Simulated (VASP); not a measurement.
**SiO₂ in VASP 6.6.1, single-point calculation**

INCAR

```
LREAL = .FALSE.
GGA = PE
ENCUT = 520
IBRION = -1
ISIF = 2
LCHARG = .FALSE.
SIGMA = 0.02
NELM = 81
ISMEAR = -1
NSW = 0
LWAVE = .FALSE.
NBANDS = 25
AMIX = 0.2
IMIX = 1
PREC = Accurate
EDIFF = 1E-7
LASPH = .TRUE.
```

KPOINTS

```
KPOINTS created by Atomic Simulation Environment
0
Monkhorst-Pack
6 6 10
0 0 0
```

POSCAR

```
Si O
 1.0000000000000000
     4.1851887985999996    0.0000000000000000    0.0000000000000000
     0.0000000000000000    4.1851887985999996    0.0000000000000000
     0.0000000000000000    0.0000000000000000    2.6955282898999999
 Si  O
   2   4
Cartesian
  0.0000000000000000  0.0000000000000000  0.0000000000000000
  2.0925943992999998  2.0925943992999998  1.3477641449500002
  1.2810905141069575  1.2810905141069575  0.0000000000000000
  0.8115038851930421  3.3736849134069575  1.3477641449500002
  3.3736849134069575  0.8115038851930421  1.3477641449500002
  2.9040982844930419  2.9040982844930419  0.0000000000000000
```

The recommended PBE PAW datasets give the neutral cell 32 valence electrons.

Command

```
mpirun -np 1 vasp_std
```

OSZICAR

```
N       E                     dE             d eps       ncg     rms          rms(c)
DAV:   1     0.135412305136E+03    0.13541E+03   -0.17491E+04  1508   0.122E+03
DAV:   2    -0.440803802333E+02   -0.17949E+03   -0.17216E+03  1896   0.282E+02
DAV:   3    -0.508694398332E+02   -0.67891E+01   -0.67607E+01  1999   0.520E+01
DAV:   4    -0.509131590054E+02   -0.43719E-01   -0.43705E-01  1759   0.483E+00
DAV:   5    -0.509135181932E+02   -0.35919E-03   -0.35909E-03  2017   0.414E-01    0.173E+01
DAV:   6    -0.475683605131E+02    0.33452E+01   -0.32686E+00  1954   0.122E+01    0.118E+01
DAV:   7    -0.466222439003E+02    0.94612E+00   -0.12304E+00  1978   0.720E+00    0.759E+00
DAV:   8    -0.463653148019E+02    0.25693E+00   -0.28725E-01  1957   0.340E+00    0.546E+00
DAV:   9    -0.462972333003E+02    0.68082E-01   -0.84832E-02  2016   0.186E+00    0.409E+00
DAV:  10    -0.462816570918E+02    0.15576E-01   -0.23492E-02  1942   0.963E-01    0.316E+00
...
DAV:  34    -0.462921991167E+02   -0.19048E-05   -0.20165E-07  1543   0.391E-03    0.149E-02
DAV:  35    -0.462922004142E+02   -0.12975E-05   -0.14751E-07  1269   0.346E-03    0.121E-02
DAV:  36    -0.462922012957E+02   -0.88144E-06   -0.10039E-07  1225   0.289E-03    0.988E-03
DAV:  37    -0.462922018919E+02   -0.59618E-06   -0.67584E-08  1137   0.236E-03    0.804E-03
DAV:  38    -0.462922022927E+02   -0.40083E-06   -0.46076E-08   842   0.194E-03    0.655E-03
DAV:  39    -0.462922025604E+02   -0.26772E-06   -0.31744E-08   918   0.160E-03    0.534E-03
DAV:  40    -0.462922027379E+02   -0.17745E-06   -0.21834E-08  1008   0.133E-03    0.435E-03
DAV:  41    -0.462922028541E+02   -0.11627E-06   -0.15062E-08   889   0.110E-03    0.355E-03
DAV:  42    -0.462922029294E+02   -0.75256E-07   -0.10372E-08   818   0.908E-04
   1 F= -.46292203E+02 E0= -.46292203E+02  d E =-.437525E-12
```

From OUTCAR

```
k-points           NKPTS =     30   k-points in BZ     NKDIM =     30   number of bands    NBANDS=     25

   NELECT =      32.0000    total number of electrons

   dimension x,y,z NGX =    32 NGY =   32 NGZ =   20
   dimension x,y,z NGXF=    64 NGYF=   64 NGZF=   40

  energy-cutoff  :      520.00
  volume of cell :       47.21
      direct lattice vectors                 reciprocal lattice vectors
     4.185188799  0.000000000  0.000000000     0.238937847  0.000000000  0.000000000
     0.000000000  4.185188799  0.000000000     0.000000000  0.238937847  0.000000000
     0.000000000  0.000000000  2.695528290     0.000000000  0.000000000  0.370984791

 k-points in reciprocal lattice and weights: KPOINTS created by Atomic Simulation Env
   0.08333333  0.08333333  0.05000000       0.022
   0.25000000  0.08333333  0.05000000       0.044
   0.41666667  0.08333333  0.05000000       0.044
   0.25000000  0.25000000  0.05000000       0.022
   0.41666667  0.25000000  0.05000000       0.044
   0.41666667  0.41666667  0.05000000       0.022
   0.08333333  0.08333333  0.15000000       0.022
   0.25000000  0.08333333  0.15000000       0.044
   ...

 E-fermi :   8.4291

 k-point     1 :       0.0833    0.0833    0.0500
  band No.  band energies     occupation
      1     -14.2627      2.00000
      2     -11.1297      2.00000
      3     -10.7918      2.00000
      4     -10.2717      2.00000
      5      -2.6140      2.00000
      6       1.4035      2.00000
      7       1.6827      2.00000
      8       2.2432      2.00000
      9       2.5904      2.00000
     10       3.3532      2.00000
     11       4.7042      2.00000
     12       4.7916      2.00000
     13       5.4162      2.00000
     14       6.9323      2.00000
     15       7.1219      2.00000
     16       7.9355      2.00000
     17      13.7484      0.00000
     18      14.8804      0.00000
     19      16.4265      0.00000
     20      16.6148      0.00000
     21      19.0787      0.00000
     22      19.9254      0.00000
     23      21.7397      0.00000
     24      21.9758      0.00000
     25      23.6128      0.00000

 k-point     2 :       0.2500    0.0833    0.0500
  band No.  band energies     occupation
      1     -13.9799      2.00000
      2     -11.8477      2.00000
      3     -10.6894      2.00000
      4     -10.1033      2.00000
      5      -2.2035      2.00000
      6       0.4872      2.00000
      7       1.9308      2.00000
      8       2.7467      2.00000
      9       3.0565      2.00000
     10       3.7994      2.00000
     11       4.4400      2.00000
     12       4.9093      2.00000
     13       5.3559      2.00000
     14       6.0788      2.00000
     15       7.0086      2.00000
     16       7.5710      2.00000
     17      14.4272      0.00000
     18      15.3143      0.00000
     19      16.5356      0.00000
     20      16.9079      0.00000
     21      19.7039      0.00000
     22      19.9568      0.00000
     23      20.7901      0.00000
     24      21.5865      0.00000
     25      22.9077      0.00000

 ...

  Total        2.1001852      2.1001852      1.0885273      0.0000000      0.0000000      0.0000000
  in kB       71.2679340     71.2679340     36.9382140      0.0000000      0.0000000      0.0000000
  external PRESSURE =      59.8246940 kB  Pullay stress =       0.0000000 kB

 POSITION                                       TOTAL-FORCE (eV/Angst)
 -----------------------------------------------------------------------------------
      0.00000      0.00000      0.00000        -0.000000      0.000000      0.000000
      2.09259      2.09259      1.34776        -0.000000      0.000000      0.000000
      1.28109      1.28109      0.00000        -0.064147     -0.064147      0.000000
      0.81150      3.37368      1.34776         0.064147     -0.064147      0.000000
      3.37368      0.81150      1.34776        -0.064147      0.064147      0.000000
      2.90410      2.90410      0.00000         0.064147      0.064147      0.000000
 -----------------------------------------------------------------------------------
    total drift:                                0.000000      0.000000     -0.000000

  FREE ENERGIE OF THE ION-ELECTRON SYSTEM (eV)
  ---------------------------------------------------
  free  energy   TOTEN  =       -46.2922029294 eV

  energy  without entropy=      -46.2922029294  energy(sigma->0) =      -46.29220293
```

It converged. Results: gap between bands v and c on the k mesh 5.81 eV; least direct gap on the k mesh 5.81 eV; pressure 6.0 GPa; largest force 0.09 eV/Å. Band v is the last that the valence electrons fill when counted band by band, and c is the next.

The shifted mesh misses Γ, so a band edge there is missed.

For comparison, a separate PBE run of the intended cell, on usual settings and not on those above, gives a gap of 5.33 eV on its mesh and a pressure of 6.0 GPa.

The run above took about 46 s on one core of a shared host (Intel Xeon Platinum 8488C) and held 0.16 GiB at most.
